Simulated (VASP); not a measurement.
Input of a VASP 6.6.1 run:

POSCAR

```
BN
1.0
    1.2511217832      0.7223354983      3.3729344033
   -1.2511217832      0.7223354983      3.3729344033
    0.0000000000     -1.4446709966      3.3729344033
N B
1 1
Direct
    0.6672382000      0.6672382000      0.6672382000
    0.0003288000      0.0003288000      0.0003288000
```

File INCAR.step1:

```
SYSTEM = BN
  PREC = Accurate
  ENCUT = 500
  EDIFF = 1E-8
  ISMEAR = 0
  SIGMA = 0.01
  LREAL = .FALSE.
  LASPH = .TRUE.
  NELM = 60
  ALGO = Fast
  LWAVE = .TRUE.
  LCHARG = .FALSE.
  GGA = PE
  KPAR = 4
```

The input INCAR.step2:

```
SYSTEM = BN
  PREC = Accurate
  ENCUT = 500
  EDIFF = 1E-8
  ISMEAR = 0
  SIGMA = 0.01
  LREAL = .FALSE.
  LASPH = .TRUE.
  NELM = 1
  ALGO = Exact
  LWAVE = .TRUE.
  LCHARG = .FALSE.
  GGA = PE
  NBANDS = 121
  LOPTICS = .TRUE.
  ISTART = 1
  KPAR = 4
```

INCAR.step3

```
SYSTEM = BN
  PREC = Accurate
  ENCUT = 500
  EDIFF = 1E-8
  ISMEAR = 0
  SIGMA = 0.01
  LREAL = .FALSE.
  LASPH = .TRUE.
  ALGO = EVGW0
  LWAVE = .FALSE.
  LCHARG = .FALSE.
  GGA = PE
  NELMGW = 4
  NBANDS = 121
  ENCUTGW = 200
  NOMEGA = 50
  PRECFOCK = Fast
  ISTART = 1
  NBANDSGW = 12
  KPAR = 4
```

File KPOINTS:

```
regular mesh
0
G
  6 6 6
  0 0 0
```

Potentials or basis: VASP PAW PBE potentials, release 64 (N_GW, B_GW).

Launch:

```bash
$ cat potpaw_PBE.64/N_GW/POTCAR potpaw_PBE.64/B_GW/POTCAR > POTCAR
$ cp INCAR.step1 INCAR
$ mpirun -np 4 vasp_std > vasp.out
$ cp INCAR.step2 INCAR
$ mpirun -np 4 vasp_std > vasp.out
$ cp INCAR.step3 INCAR
$ mpirun -np 4 vasp_std > vasp.out
```

(1) What does it give for the quasiparticle gap?

(2) Predict the least direct quasiparticle gap.

(3) Estimate the band gap on the k mesh, mean-field level.

Answers

(1) 6.23 eV.

(2) 6.80 eV.

(3) 4.29 eV, indirect (least direct gap 4.71 eV).

Caveat: the k mesh is coarse (spacing up to 0.49 Å⁻¹), so the values aren't converged; bands, screening cutoff and mesh are small and nothing is extrapolated, so the quasiparticle values aren't converged.
